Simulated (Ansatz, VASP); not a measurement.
One calculation of P, two programs

File INCAR:

```
SYSTEM = P
  PREC = Accurate
  ENCUT = 520
  EDIFF = 1E-7
  ISMEAR = -1
  SIGMA = 0.05
  LREAL = .FALSE.
  LASPH = .TRUE.
  NELM = 60
  ALGO = Normal
  ISIF = 2
  LWAVE = .FALSE.
  LCHARG = .FALSE.
  GGA = PE
  NBANDS = 12
```

KPOINTS

```
Automatic mesh
0
G
  11 11 6
  0 0 0
```

File POSCAR:

```
P
1.0
    2.4722492065      0.0000000000      0.0000000000
    0.0000000000      2.4863617010      0.0000000000
   -0.0207128871      0.0000000000      4.9476028029
P
2
Direct
    0.0000000300      0.0000000000      0.7494253600
    0.9999999700      0.0000000000      0.2505746400
```

Contents of input.yaml:

```yaml
crystal:
  lattice:
    - [2.4722492065, 0.0, 0.0]
    - [0.0, 2.486361701, 0.0]
    - [-0.0207128871, 0.0, 4.9476028029]
  atoms:
    - { symbol: P, position: [3.0e-08, 0.0, 0.74942536] }
    - { symbol: P, position: [0.99999997, 0.0, 0.25057464] }
hamiltonian:
  xc: pbe
  pseudopotentials: { kind: paw }
kpoints:
  mp_grid: { grid: [11, 11, 6] }
scf:
  occupations: { method: fermi_dirac, width: 0.05 }
output:
  forces: true
  stress: true
  eigenvalues: true
```

Change from the starting cell: volume scaled by 1.06.

Alike in both runs: task single point; functional PBE; k mesh 11 × 11 × 6; occupations fermi-dirac, width 0.05 eV; no spin polarisation.

```csv
,VASP,Ansatz
version,VASP 6.6.1,Ansatz 0.2.0
potentials or method,"VASP PAW PBE potentials, release 64 (P)",Ansatz PAW
plane-wave cutoff (eV),520,420
valence electrons in the cell,10,10
```

VASP gave:

| Property | Result |
| --- | --- |
| gap on the k mesh at the Fermi level (eV) | none |
| pressure (GPa) | -3.9 |
| largest component of the traceless stress (GPa) | 1.86 |

Task: Which values does Ansatz return?

Result: gap on the k mesh at the Fermi level (eV): none; pressure (GPa): -3.6; largest component of the traceless stress (GPa): 1.83.

A gap of «none» marks a metal or a gap that the smearing closes.
